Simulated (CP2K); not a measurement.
Runs of CP2K 2026.2 on AgBr. Symmetry: Fm-3m, No. 225, cubic system. Conventional cell: a = 5.740 Å, b = 5.740 Å, c = 5.740 Å, α = 90.00°, β = 90.00°, γ = 90.00°. Ag (site symmetry m-3m) is surrounded by 6 Br at 2.87 Å. Br (site symmetry m-3m) is surrounded by 6 Ag at 2.87 Å. 

```tsv
level	potentials or basis	spin	k points reduced by the point group	soc after scf	gap on the mesh (eV)	pressure (GPa)
PBE	GTH_POTENTIALS Ag GTH-PBE-q11, Br GTH-PBE-q7; DZVP-MOLOPT-SR-GTH basis	off	yes	-	(a)	3.2
PBE	GTH_SOC_POTENTIALS Ag GTH-PBE-q11, Br GTH-PBE-q7; DZVP-MOLOPT-SR-GTH basis	SOC, no magnetisation	-	yes	-	3.2
HLE16	GTH_POTENTIALS Ag GTH-PBE-q11, Br GTH-PBE-q7; DZVP-MOLOPT-SR-GTH basis	off	yes	-	2.36	0.1
HLE16	GTH_SOC_POTENTIALS Ag GTH-PBE-q11, Br GTH-PBE-q7; DZVP-MOLOPT-SR-GTH basis	SOC, no magnetisation	-	yes	-	0.1
```

Alike in all rows: task band structure; cell as given; k mesh 8 × 8 × 8; smearing fermi-dirac 0.05 eV.

Task: Fill in the values left out.

Result: (a) 0.68.

Caveats: the basis of atomic orbitals isn't converged, which shifts pressures, moduli and gaps; the potentials were made for a functional far from this one (some runs); the potentials were made for another functional, which shifts forces and pressure (some runs).

A k mesh can miss the band edges, and rows without SOC leave out spin-orbit coupling on Ag, Br.
